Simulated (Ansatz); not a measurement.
# CdS: the cost of one run

Method: DFT PBE, scalar-relativistic, plane waves, PAW, in Ansatz 0.2.0.

## (1) The structure to begin with

The structure is trigonal, space group P3_221 (No. 154). The conventional cell has a = 6.604 Å, b = 6.604 Å, c = 4.002 Å, α = 90.00°, β = 90.00°, γ = 120.00°. Around Cd (site symmetry 2) lie 4 S at 2.56 to 2.60 Å. S (site symmetry 2) has 4 Cd at 2.56 to 2.60 Å as nearest neighbours.

Structure file:

```
CELL_PARAMETERS angstrom
6.60373 0.00000 0.00000
-3.30187 5.71900 0.00000
0.00000 0.00000 4.00215
ATOMIC_POSITIONS crystal
Cd 0.62016 0.00000 0.66667
Cd 0.00000 0.62016 0.33333
Cd 0.37984 0.37984 0.00000
S 0.36932 0.00000 0.16667
S 0.00000 0.36932 0.83333
S 0.63068 0.63068 0.50000
```

The start is the relaxed end of an invented cell (made as: 4-connected net, two elements alternating (P3_221, No. 154)), taken up again for a closer look.

## (2) The guess as it stands, on a coarse mesh

Contents of input.yaml:

```yaml
crystal:
  lattice:
    - [6.6037309, 0.0, 0.0]
    - [-3.3018655, 5.7189987, 0.0]
    - [0.0, 0.0, 4.002147]
  atoms:
    - { symbol: Cd, position: [0.620162, 0.0, 0.6666667] }
    - { symbol: Cd, position: [0.0, 0.620162, 0.3333333] }
    - { symbol: Cd, position: [0.379838, 0.379838, 0.0] }
    - { symbol: S, position: [0.369323, 0.0, 0.1666667] }
    - { symbol: S, position: [0.0, 0.369323, 0.8333333] }
    - { symbol: S, position: [0.630677, 0.630677, 0.5] }
basis:
  ecutwfc: 420
kpoints:
  mp_grid: { grid: [3, 3, 4] }
hamiltonian:
  xc: pbe
scf:
  occupations: { method: gaussian, width: 0.1 }
  lower_state_search: "off"
output:
  forces: true
  stress: true
  eigenvalues: true
```

The run is started by

```bash
> ansatz run input.yaml --threads 4 --pin off --max-ram 8192MiB --backend cpu --events-out ev --progress --plain --runs-dir out
```

Q: Estimate wall time and peak memory on 4 threads of Arm Neoverse N1, shared host.

About 3.5 s, with a peak of 0.44 GiB.
